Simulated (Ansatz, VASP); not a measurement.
## C in VASP and in Ansatz

File POSCAR:

```
C
1.0
    2.5174486404      0.0000000000      0.0000000000
    0.0000000000      3.5602100098      0.0000000000
    0.0000000000      0.0000000000     18.5174000000
C
6
Direct
    0.7500000000      0.1250000000      0.4320247810
    0.2500000000      0.8750000000      0.4320247810
    0.2500000000      0.6250000000      0.5000000000
    0.7500000000      0.3750000000      0.5000000000
    0.7500000000      0.1250000000      0.5679752190
    0.2500000000      0.8750000000      0.5679752190
```

Contents of INCAR.step1:

```
PREC = Accurate
ENCUT = 520
ISMEAR = -1
SIGMA = 0.02
LREAL = F
LASPH = T
NELM = 60
LDIPOL = T
IDIPOL = 3
DIPOL = 0.5 0.5 0.500
NBANDS = 21
GGA = PE
ALGO = Normal
EDIFF = 1E-4
LWAVE = T
LCHARG = F
```

INCAR.step2

```
PREC = Accurate
ENCUT = 520
EDIFF = 1E-7
ISMEAR = -1
SIGMA = 0.02
LREAL = F
LASPH = T
NELM = 60
ALGO = Normal
ISIF = 2
LWAVE = F
LCHARG = F
LDIPOL = T
IDIPOL = 3
DIPOL = 0.5 0.5 0.500
METAGGA = R2SCAN
LMIXTAU = T
NBANDS = 21
ISTART = 1
```

The input KPOINTS:

```
Automatic mesh
0
Gamma
  10 7 1
```

Input for Ansatz:

```yaml
crystal:
  lattice:
    - [2.5174486404, 0.0, 0.0]
    - [0.0, 3.5602100098, 0.0]
    - [0.0, 0.0, 18.5174]
  atoms:
    - { symbol: C, position: [0.75, 0.125, 0.432024781] }
    - { symbol: C, position: [0.25, 0.875, 0.432024781] }
    - { symbol: C, position: [0.25, 0.625, 0.5] }
    - { symbol: C, position: [0.75, 0.375, 0.5] }
    - { symbol: C, position: [0.75, 0.125, 0.567975219] }
    - { symbol: C, position: [0.25, 0.875, 0.567975219] }
kpoints:
  mp_grid: { grid: [10, 7, 1] }
scf:
  occupations: { method: fermi_dirac, width: 0.02 }
hamiltonian:
  xc: r2scan
  pseudopotentials: { kind: paw }
output:
  forces: true
  stress: true
  eigenvalues: true
  populations: true
efield:
  axis: 3
  amplitude: 0
  dipole_correction: true
```

Alike in both runs: task single point; functional r2SCAN; k mesh 10 × 7 × 1; occupations fermi-dirac, width 0.02 eV; no spin polarisation.

|  | VASP | Ansatz |
| --- | --- | --- |
| version | VASP 6.6.1 | Ansatz 0.2.0 |
| potentials or method | VASP PAW PBE potentials, release 64 (C) | PAW with Ansatz's default frozen-core files, scalar-relativistic |
| plane-wave cutoff (eV) | 520 | 500 |
| valence electrons in the cell | 24 | 24 |

|  | VASP | Ansatz | Ansatz less VASP |
| --- | --- | --- | --- |
| rms of the force components (eV/Å) | 2.315 | 2.332 | +0.0169 |

Atom by atom the forces differ by 0.025 eV/Å (rms over components).

Caveats: the PAW data sets were made with another functional, which shifts forces and pressure a little (VASP).
